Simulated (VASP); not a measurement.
Wanted: the native input for a VASP 6.6.1 run.

| Item | Value |
| --- | --- |
| Task | single point |
| Functional | PBEsol |
| Potentials or basis | VASP PAW PBE potentials, release 64 (Hf_pv) |
| Cutoff | 900 eV |
| k mesh | 12 × 12 × 14 |
| Occupations | gaussian, width 0.1 eV |
| Spin | no spin polarisation |
| Further INCAR settings | ALGO = Fast; EDIFF = 1e-06 |

The structure of Hf lies in POSCAR:

```
Hf
1.0
    4.9124200000      0.0000000000      0.0000000000
   -2.4562100000      4.2542800000      0.0000000000
    0.0000000000      0.0000000000      3.0596800000
Hf
3
Direct
    0.6666700000      0.3333300000      0.5000000000
    0.3333300000      0.6666700000      0.5000000000
    0.0000000000      0.0000000000      0.0000000000
```

This isn't the form of Hf at room conditions, which is hcp.

One way to write it, as run:

INCAR

```
SYSTEM = Hf
  PREC = Accurate
  ENCUT = 900
  EDIFF = 1E-6
  ISMEAR = 0
  SIGMA = 0.1
  LREAL = .FALSE.
  LASPH = .TRUE.
  NELM = 60
  ALGO = Fast
  ISIF = 2
  LWAVE = .FALSE.
  LCHARG = .FALSE.
  GGA = PS
```

KPOINTS

```
Automatic mesh
0
G
  12 12 14
  0 0 0
```

Potentials or basis: VASP PAW PBE potentials, release 64 (Hf_pv).

The run is started by

```bash
$ cat potpaw_PBE.64/Hf_pv/POTCAR > POTCAR
$ mpirun -np 1 vasp_std > vasp.out
```

It gave:

```
Pressure               : 0.0 GPa
Band gap on the k mesh : none (metal or under the smearing width)
```

Caveat: the PAW data sets were made with another functional, which shifts forces and pressure a little.

Wall time 9.5 min on 1 thread of AMD EPYC 9R45 (Zen 5), on a shared host, peak memory 0.8 GiB.
